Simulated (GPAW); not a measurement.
Crystal: CsPbCl3.

```
CELL_PARAMETERS angstrom
5.60500 0.00000 0.00000
0.00000 5.60500 0.00000
0.00000 0.00000 5.60500
ATOMIC_POSITIONS crystal
Pb 0.50000 0.50000 0.50000
Cs 0.00000 0.00000 0.00000
Cl 0.50000 0.00000 0.50000
Cl 0.00000 0.50000 0.50000
Cl 0.50000 0.50000 0.00000
```

Base run:

| Quantity | Value |
| --- | --- |
| Program | GPAW 26.7.0 |
| Functional | LDA |
| Potentials or basis | the program's PAW data sets (release 1.2.1) made for this functional |
| Cutoff | 450 eV |
| Basis | pw |
| k mesh | 4 × 4 × 4 |
| Occupations | fermi-dirac, width 0.001 eV |
| Spin | no spin polarisation |

Its results: band gap on the k mesh 1.68 eV, direct.

Q: The run is repeated on the same cell with these changes: functional from LDA to PBE; potentials or basis from the program's PAW data sets (release 1.2.1) made for this functional to GPAW PAW data sets (gpaw-data 1.2.1). What comes out?

A: Band gap on the k mesh 1.87 eV, direct.

Caveats: the long-wavelength limit can be off by a per cent or two; spin-orbit coupling is left out, which as a rule narrows the gap of such compounds by several tenths of an eV; an odd mesh through Γ misses points on the zone boundary, where band edges often lie.
